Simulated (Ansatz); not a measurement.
Space group Cmc2_1 (No. 36). a = 3.081 Å, b = 5.311 Å, c = 14.815 Å, α = 90.00°, β = 90.00°, γ = 90.00°
```
atom  site  symmetry       x       y       z
  Li    4a       m..  0.0000  0.1672  0.5002
  Li    4a       m..  0.0000  0.8316  0.3331
  Li    4a       m..  0.5000  0.0023  0.6667
```

Equation of state of this Li structure (not necessarily the ground state), with shape and atoms relaxed at each volume where symmetry leaves them free. It has no gap at any of these volumes. Method: DFT PBE, scalar-relativistic, plane waves, PAW (Ansatz 0.2.0).

Cutoff 420 eV; k points 14×14×4 on the computed 6-atom cell (Γ-centred); Gaussian smearing, width 0.10 eV; no spin polarisation.

```csv
V (Å³/atom),E − E(largest V) (meV/atom),P (GPa)
17.775,7.27,2.19
18.381,0.31,1.52
18.987,-4.31,0.95
19.593,-6.89,0.44
20.199,-7.68,0.00
20.804,-6.90,-0.39
21.410,-4.74,-0.73
22.218,0.00,-1.13
```

Fit a third-order Birch–Murnaghan equation, E = E0 + (9V0B0/16)·[(x − 1)³B0' + (x − 1)²(6 − 4x)] with x = (V0/V)^(2/3), to E(V).

V0 = 20.19 Å³/atom, B0 = 14 GPa, B0' = 3.4.

The cell was found from a structure generator's guess, not taken from experiment.
